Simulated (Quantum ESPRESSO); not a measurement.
# Pb (Im-3m) in Quantum ESPRESSO: convergence with k mesh

Aim: find how far k mesh must go before the results for Pb settle, at PBE. This setting moves, with any that are tied to it; all else stays.

Program: Quantum ESPRESSO 7.5. These are calculated values, not measurements. Logs are shortened: lines on timing, memory, paths and dates and some standing lists are left out, and cuts for length are marked.

**1. The structure**

It takes space group Im-3m (No. 229, cubic). Conventional cell: a = 3.959 Å, b = 3.959 Å, c = 3.959 Å, α = 90.00°, β = 90.00°, γ = 90.00°. Around Pb (site symmetry m-3m) lie 8 Pb at 3.43 Å.

This isn't the form of Pb at room conditions, which is fcc.

**2. With k mesh 1 × 1 × 1**

Contents of pw.in:

```
&CONTROL
  calculation = 'scf'
  prefix = 'pwscf'
  outdir = './tmp'
  pseudo_dir = './pseudo'
  tprnfor = .true.
  tstress = .true.
  disk_io = 'nowf'
/
&SYSTEM
  ibrav = 0
  nat = 1
  ntyp = 1
  ecutwfc = 90
  nbnd = 18
  occupations = 'smearing'
  smearing = 'mv'
  degauss = 0.00999582
/
&ELECTRONS
  conv_thr = 2d-10
  electron_maxstep = 120
  mixing_beta = 0.5
/
ATOMIC_SPECIES
Pb   207.2000 Pb.upf
CELL_PARAMETERS angstrom
  -1.9796595667    1.9796595667    1.9796595667
   1.9796595667   -1.9796595667    1.9796595667
   1.9796595667    1.9796595667   -1.9796595667
ATOMIC_POSITIONS crystal
Pb     0.0000000000    0.0000000000    0.0000000000
K_POINTS automatic
1 1 1 0 0 0
```

Potentials or basis: PseudoDojo 0.4 SR PBE stringent.

The run is started by

```bash
$ OMP_NUM_THREADS=1 pw.x -in pw.in > pw.out
```

pw.out:

```text
This program is part of the open-source Quantum ESPRESSO suite
     for quantum simulation of materials; please cite
[... 9 lines left out ...]
     --------------------
     sticks:   dense  smooth     PW     G-vecs:    dense   smooth      PW
     Sum        1137    1137    281                24295    24295    3043

     Using Slab Decomposition

     bravais-lattice index     =            0
     lattice parameter (alat)  =       6.4796  a.u.
     unit-cell volume          =     209.4248 (a.u.)^3
     number of atoms/cell      =            1
     number of atomic types    =            1
     number of electrons       =        22.00
     number of Kohn-Sham states=           18
     kinetic-energy cutoff     =      90.0000  Ry
     charge density cutoff     =     360.0000  Ry
     scf convergence threshold =      2.0E-10
     mixing beta               =       0.5000
     number of iterations used =            8  plain     mixing
     Exchange-correlation= PBE
                           (   1   4   3   4   0   0   0)

     celldm(1)=   6.479627  celldm(2)=   0.000000  celldm(3)=   0.000000
     celldm(4)=   0.000000  celldm(5)=   0.000000  celldm(6)=   0.000000

     crystal axes: (cart. coord. in units of alat)
               a(1) = (  -0.577350   0.577350   0.577350 )
               a(2) = (   0.577350  -0.577350   0.577350 )
               a(3) = (   0.577350   0.577350  -0.577350 )

     reciprocal axes: (cart. coord. in units 2 pi/alat)
               b(1) = ( -0.000000  0.866025  0.866025 )
               b(2) = (  0.866025 -0.000000  0.866025 )
               b(3) = (  0.866025  0.866025  0.000000 )

     PseudoPot. # 1 for Pb read from file:
     Pb.upf
     Pseudo is Norm-conserving + core correction, Zval = 22.0
     Generated using ONCVPSP code by D. R. Hamann
     Using radial grid of 1692 points,  7 beta functions with:
                l(1) =   0
                l(2) =   0
                l(3) =   1
                l(4) =   1
                l(5) =   2
                l(6) =   2
                l(7) =   3

     atomic species   valence    mass     pseudopotential
     Pb               22.00   207.20000     Pb( 1.00)

     48 Sym. Ops., with inversion, found

   Cartesian axes

     site n.     atom                  positions (alat units)
         1        Pb     tau(   1) = (   0.0000000   0.0000000   0.0000000  )

     number of k points=     1  Marzari-Vanderbilt smearing, width (Ry)=  0.0100
                       cart. coord. in units 2pi/alat
        k(    1) = (   0.0000000   0.0000000   0.0000000), wk =   2.0000000

     Dense  grid:    24295 G-vectors     FFT dimensions: (  40,  40,  40)

     Initial potential from superposition of free atoms

     starting charge      21.9979, renormalised to      22.0000
     Starting wfcs are   13 randomized atomic wfcs +    5 random wfcs

     Self-consistent Calculation

     iteration #  1     ecut=    90.00 Ry     beta= 0.50
     Davidson diagonalization with overlap
     ethr =  1.00E-02,  avg # of iterations =  3.0

     Threshold (ethr) on eigenvalues was too large:
     Diagonalizing with lowered threshold

     Davidson diagonalization with overlap
     ethr =  5.91E-05,  avg # of iterations = 13.0

     total energy              =    -418.73964867 Ry
     estimated scf accuracy    <       0.01296184 Ry

     iteration #  2     ecut=    90.00 Ry     beta= 0.50
     Davidson diagonalization with overlap
     ethr =  5.89E-05,  avg # of iterations =  1.0

     total energy              =    -418.74434023 Ry
     estimated scf accuracy    <       0.00337276 Ry

     iteration #  3     ecut=    90.00 Ry     beta= 0.50
     Davidson diagonalization with overlap
     ethr =  1.53E-05,  avg # of iterations =  2.0

     total energy              =    -418.74479616 Ry
     estimated scf accuracy    <       0.00001307 Ry

     iteration #  4     ecut=    90.00 Ry     beta= 0.50
     Davidson diagonalization with overlap
     ethr =  5.94E-08,  avg # of iterations =  4.0

     total energy              =    -418.74480385 Ry
     estimated scf accuracy    <       0.00000236 Ry

     iteration #  5     ecut=    90.00 Ry     beta= 0.50
     Davidson diagonalization with overlap
     ethr =  1.07E-08,  avg # of iterations =  2.0

     total energy              =    -418.74480463 Ry
     estimated scf accuracy    <       0.00000077 Ry

     iteration #  6     ecut=    90.00 Ry     beta= 0.50
     Davidson diagonalization with overlap
     ethr =  3.52E-09,  avg # of iterations =  1.0

     total energy              =    -418.74480459 Ry
     estimated scf accuracy    <       0.00000014 Ry

     iteration #  7     ecut=    90.00 Ry     beta= 0.50
     Davidson diagonalization with overlap
     ethr =  6.26E-10,  avg # of iterations =  2.0

     total energy              =    -418.74480463 Ry
     estimated scf accuracy    <          9.3E-10 Ry

     iteration #  8     ecut=    90.00 Ry     beta= 0.50
     Davidson diagonalization with overlap
     ethr =  4.22E-12,  avg # of iterations =  2.0

     End of self-consistent calculation

          k = 0.0000 0.0000 0.0000 (  3043 PWs)   bands (ev):

  -126.0998 -67.7768 -67.7768 -67.7768  -3.3760  -3.3760  -3.3760  -3.1120
    -3.1120   1.8296  20.6416  20.6416  20.6416  24.6482  24.6482  24.6482
    25.4249  26.7953

     the Fermi energy is    20.6277 ev

!    total energy              =    -418.74480463 Ry
     estimated scf accuracy    <          7.1E-11 Ry
     smearing contrib. (-TS)   =      -0.01005804 Ry
     internal energy E=F+TS    =    -418.73474659 Ry

     The total energy is F=E-TS. E is the sum of the following terms:
     one-electron contribution =    -229.91440754 Ry
     hartree contribution      =     114.69912506 Ry
     xc contribution           =     -68.10350460 Ry
     ewald contribution        =    -235.41595951 Ry

     convergence has been achieved in   8 iterations

     Forces acting on atoms (cartesian axes, Ry/au):

     atom    1 type  1   force =     0.00000000    0.00000000    0.00000000

     Total force =     0.000000     Total SCF correction =     0.000000

     Computing stress (Cartesian axis) and pressure

          total   stress  (Ry/bohr**3)                   (kbar)     P=      553.80
   0.00376467   0.00000000   0.00000000          553.80        0.00        0.00
   0.00000000   0.00376467   0.00000000            0.00      553.80        0.00
   0.00000000   0.00000000   0.00376467            0.00        0.00      553.80

=------------------------------------------------------------------------------=
   JOB DONE.
=------------------------------------------------------------------------------=
```

Run time: 1.5 s. Hardware: 1 thread of Arm Neoverse V1, shared host; peak memory 0.06 GiB.

Results:

```
Free energy : -5697.3133 eV
Pressure    : 55.4 GPa
```

**3. With k mesh 3 × 3 × 3**

pw.in: that of step 2 with these lines changed.

```diff
@@ -33,2 +33,2 @@
 K_POINTS automatic
-1 1 1 0 0 0
+3 3 3 0 0 0
```

Potentials or basis: PseudoDojo 0.4 SR PBE stringent.

The run is started by

```bash
$ OMP_NUM_THREADS=1 pw.x -in pw.in > pw.out
```

Wall time 3.6 s (1 thread of Arm Neoverse V1, shared host); peak memory 0.06 GiB.

Results:

```yaml
Free_energy: -5708.4448 eV
Pressure: 0.6 GPa
Band_gap_on_the_k_mesh: none (metal or under the smearing width)
```

**4. With k mesh 4 × 4 × 4**

pw.in: that of step 3 with these lines changed.

```diff
@@ -33,2 +33,2 @@
 K_POINTS automatic
-3 3 3 0 0 0
+4 4 4 0 0 0
```

The run is started by

```bash
$ OMP_NUM_THREADS=1 pw.x -in pw.in > pw.out
```

Wall time 6.7 s (1 thread of Arm Neoverse V1, shared host); peak memory 0.07 GiB.

Results:

| Property | Result |
| --- | --- |
| Free energy | -5708.3623 eV |
| Pressure | 0.0 GPa |
| Band gap on the k mesh | none (metal or under the smearing width) |

**5. With k mesh 5 × 5 × 5**

pw.in: that of step 4 with these lines changed.

```diff
@@ -33,2 +33,2 @@
 K_POINTS automatic
-4 4 4 0 0 0
+5 5 5 0 0 0
```

The run is started by

```bash
$ OMP_NUM_THREADS=1 pw.x -in pw.in > pw.out
```

Run time: 7.8 s. Hardware: 1 thread of Arm Neoverse V1, shared host; peak memory 0.07 GiB.

What came out:

| Quantity | Value |
| --- | --- |
| Free energy | -5708.5004 eV |
| Pressure | 2.9 GPa |
| Band gap on the k mesh | none (metal or under the smearing width) |

**6. With k mesh 7 × 7 × 7**

pw.in: that of step 5 with these lines changed.

```diff
@@ -33,2 +33,2 @@
 K_POINTS automatic
-5 5 5 0 0 0
+7 7 7 0 0 0
```

Potentials or basis: PseudoDojo 0.4 SR PBE stringent.

The run is started by

```bash
$ OMP_NUM_THREADS=1 pw.x -in pw.in > pw.out
```

Wall time 15 s (1 thread of Arm Neoverse V1, shared host); peak memory 0.08 GiB.

It converged, with:

```
Free energy            : -5708.5876 eV
Pressure               : 0.5 GPa
Band gap on the k mesh : none (metal or under the smearing width)
```

**7. With k mesh 8 × 8 × 8**

pw.in: that of step 6 with these lines changed.

```diff
@@ -33,2 +33,2 @@
 K_POINTS automatic
-7 7 7 0 0 0
+8 8 8 0 0 0
```

The run is started by

```bash
$ OMP_NUM_THREADS=1 pw.x -in pw.in > pw.out
```

Run time: 22 s. Hardware: 1 thread of Arm Neoverse V1, shared host; peak memory 0.08 GiB.

The run converged. Its results:

```yaml
Free_energy: -5708.5858 eV
Pressure: 1.3 GPa
Band_gap_on_the_k_mesh: none (metal or under the smearing width)
```

**8. With k mesh 9 × 9 × 9**

pw.in: that of step 7 with these lines changed.

```diff
@@ -33,2 +33,2 @@
 K_POINTS automatic
-8 8 8 0 0 0
+9 9 9 0 0 0
```

The run is started by

```bash
$ OMP_NUM_THREADS=1 pw.x -in pw.in > pw.out
```

It took 25 s on 1 thread of Arm Neoverse V1, shared host; peak memory 0.09 GiB.

It converged, with:

```yaml
Free_energy: -5708.5449 eV
Pressure: 0.8 GPa
Band_gap_on_the_k_mesh: none (metal or under the smearing width)
```

**9. With k mesh 11 × 11 × 11**

pw.in: that of step 8 with these lines changed.

```diff
@@ -33,2 +33,2 @@
 K_POINTS automatic
-9 9 9 0 0 0
+11 11 11 0 0 0
```

Potentials or basis: PseudoDojo 0.4 SR PBE stringent.

The run is started by

```bash
$ OMP_NUM_THREADS=1 pw.x -in pw.in > pw.out
```

Run time: 40 s. Hardware: 1 thread of Arm Neoverse V1, shared host; peak memory 0.11 GiB.

It converged, with:

* Free energy: -5708.5671 eV
* Pressure: 1.2 GPa
* Band gap on the k mesh: none (metal or under the smearing width)

**10. With k mesh 13 × 13 × 13**

pw.in: that of step 9 with these lines changed.

```diff
@@ -33,2 +33,2 @@
 K_POINTS automatic
-11 11 11 0 0 0
+13 13 13 0 0 0
```

The run is started by

```bash
$ OMP_NUM_THREADS=1 pw.x -in pw.in > pw.out
```

Wall time 60 s (1 thread of Arm Neoverse V1, shared host); peak memory 0.13 GiB.

It converged, with:

```yaml
Free_energy: -5708.5653 eV
Pressure: 1.2 GPa
Band_gap_on_the_k_mesh: none (metal or under the smearing width)
```

**11. The series at a glance**

```tsv
k mesh	energy less the tightest run, at zero smearing (meV/atom)	pressure (GPa)	SCF cycles	CPU time (s)	peak memory (GiB)
1 × 1 × 1	11251.98	55.38	8	1.4	0.06
3 × 3 × 3	120.44	0.59	8	3.6	0.06
4 × 4 × 4	203.01	-0.02	8	6.6	0.07
5 × 5 × 5	64.85	2.89	8	7.8	0.07
7 × 7 × 7	-22.34	0.49	8	15	0.08
8 × 8 × 8	-20.52	1.32	8	22	0.08
9 × 9 × 9	20.35	0.77	8	25	0.09
11 × 11 × 11	-1.85	1.21	8	40	0.11
13 × 13 × 13	0.00	1.16	8	60	0.13
```

Against the tightest run, the pressure stays within 0.1 GPa from 11 × 11 × 11 on. Not settled before the last step: the energy (to 1 meV/atom). Meshes of other sizes hit other points, so gaps and Fermi surfaces needn't settle smoothly. The tightest run that finished is the yardstick and may itself not be fully converged.
